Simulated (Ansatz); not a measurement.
**CsH under changes of volume**

One of the cells (27.837 Å³/atom); the others are scaled copies at fixed shape and fractional positions:

```
CELL_PARAMETERS angstrom
3.81841 0.00000 0.00000
0.00000 3.81841 0.00000
0.00000 0.00000 3.81841
ATOMIC_POSITIONS crystal
Cs 0.97664 0.01713 0.00074
H 0.50609 0.48986 0.50979
```

The cell comes from a database or a generator and needn't be the stable form of this composition.

| Item | Value |
| --- | --- |
| Program | Ansatz 0.2.0 |
| Functional | LDA |
| Potentials or basis | all-electron LAPW, relativistic spinors |
| Cutoff | 101 eV (chosen from the basis error) |
| Basis error allowed | 0.001 eV/atom |
| k mesh | 5 × 5 × 5 |
| Occupations | fermi-dirac, width 0.02 eV |
| Spin | spin-orbit coupling, no magnetisation |

```csv
volume (Å³/atom),energy over the lowest point (meV/atom),pressure (GPa),gap on the mesh (eV),largest force (eV/Å)
26.166,0.00,-1.2,3.20,0.069
26.723,4.67,-1.5,3.17,0.062
27.280,10.16,-1.7,3.13,0.055
27.837,?,?,?,?
28.393,23.20,-2.0,3.01,0.043
28.950,30.58,-2.2,2.95,0.037
29.507,38.43,-2.3,2.90,0.032
```

Task: What does the run at 27.837 Å³/atom give?

Result: Energy over the lowest point 16.37 meV/atom; pressure -1.9 GPa; gap on the mesh 3.07 eV; largest force 0.049 eV/Å.

Worked out: A Birch-Murnaghan fit of order 3 (a polynomial in V^(-2/3)) to the other rows has no minimum within the range. It gives 16.37 meV/atom at 27.837 Å³/atom, against the run's 16.37, and -dE/dV = -1.9 GPa, against -1.9. A parabola through the other rows of the gap, of slope -2.63 eV per unit of ln V there, gives 3.07 eV, against the run's 3.07.

Energies are extrapolated to zero smearing.

Caveats: an odd mesh through Γ misses points on the zone boundary, where band edges often lie.
